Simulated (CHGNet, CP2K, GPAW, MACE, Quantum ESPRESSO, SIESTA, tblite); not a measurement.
**Other levels on TiSi2(101) slab (72 atoms)**

The cell holds 72 atoms: 24 Ti and 48 Si. Its edges and angles: a = 8.236 Å, b = 9.768 Å, c = 24.411 Å, α = 90.0°, β = 90.0°, γ = 90.0°. It derives from TiSi2 (Fddd (measured, COD)). Fddd (COD entry) TiSi2 (cell 4.773, 8.236, 8.523, 90, 90, 90), (101) slab of 3 repeat layers, 1 x 1 surface cells, 14 Å of vacuum; atoms within 3.5 Å of the bottom held; every coordinate displaced by a Gaussian of 0.03 Å. Then every atom was moved at random, 0.02 Å r.m.s. a Cartesian component. Vacuum lies along c.

Geometry: as built.

The reference, a calculation:

```
method                 : Kohn-Sham DFT, PBE, SSSP efficiency 1.3.0 pseudopotentials, plane waves (Quantum ESPRESSO 7.5); sssp-pbe-1.3.0-efficiency, cutoffs 45/360 Ry, Γ point
r.m.s. force component : 0.4693 eV/Å
longest force          : 2.126 eV/Å
time                   : 5.7 min on 4 MPI ranks of Arm Neoverse V2, shared host
CPU time               : 23 min
```

Runs, in no order:
A. CP2K PBE, SZV-MOLOPT-SR, 800/50 Ry, diagonalisation: Kohn-Sham DFT, PBE, GTH-PBE pseudopotentials, Gaussian and plane waves, SZV-MOLOPT-SR-GTH, diagonalisation
B. SIESTA PBE, DZP, shift 0.01 Ry, mesh 200 Ry: Kohn-Sham DFT, PBE, PseudoDojo 0.4.1 norm-conserving pseudopotentials (converted to PSML), numerical atomic orbitals (DZP), diagonalisation
C. CP2K PBE, DZVP-MOLOPT-SR, 800/50 Ry, diagonalisation: Kohn-Sham DFT, PBE, GTH-PBE pseudopotentials, Gaussian and plane waves, DZVP-MOLOPT-SR-GTH, diagonalisation
D. SIESTA PBEsol, DZP, shift 0.01 Ry, mesh 500 Ry: Kohn-Sham DFT, PBEsol, PseudoDojo 0.4.1 norm-conserving pseudopotentials (converted to PSML), numerical atomic orbitals (DZP), diagonalisation
E. MACE MP-0b2 small potential: machine-learned interatomic potential MACE MP-0b2 small, trained on PBE(+U) plane-wave data

The database entry behind the starting cell is an old determination (1939), so it need not match the best structure at ambient conditions.

Q: Order them from the smallest to the largest r.m.s. force difference.

C, B, D, E, A.

| run | Δ force, r.m.s. (meV/Å) | share of r.m.s. force (%) | CPU time |
| --- | --- | --- | --- |
| C. CP2K PBE, DZVP-MOLOPT-SR, 800/50 Ry, diagonalisation | 24.9 | 5.31 | 14 min |
| B. SIESTA PBE, DZP, shift 0.01 Ry, mesh 200 Ry | 37.6 | 8.02 | 4.9 min |
| D. SIESTA PBEsol, DZP, shift 0.01 Ry, mesh 500 Ry | 66.3 | 14.1 | 18 min |
| E. MACE MP-0b2 small potential | 216 | 45.9 | 6.4 s |
| A. CP2K PBE, SZV-MOLOPT-SR, 800/50 Ry, diagonalisation | 344 | 73.4 | 9 min |

Machine-learned potentials mimic data converged in k, so the reference's own k-point error enters their differences. The electronic-structure runs sample only Γ, in a cell whose shortest periodic width is 8 Å, which is coarse for a cell with partly filled levels.

[Logs are printed without paths, hosts, clocks, repeated set-up lines and the standing remarks that a program may print on its own settings, such as how far it seeks lower states.]

[Hosts, paths, dates, database ids (printed as entryN), source tags and the programs' standing remarks are cut or masked in the printed files.]
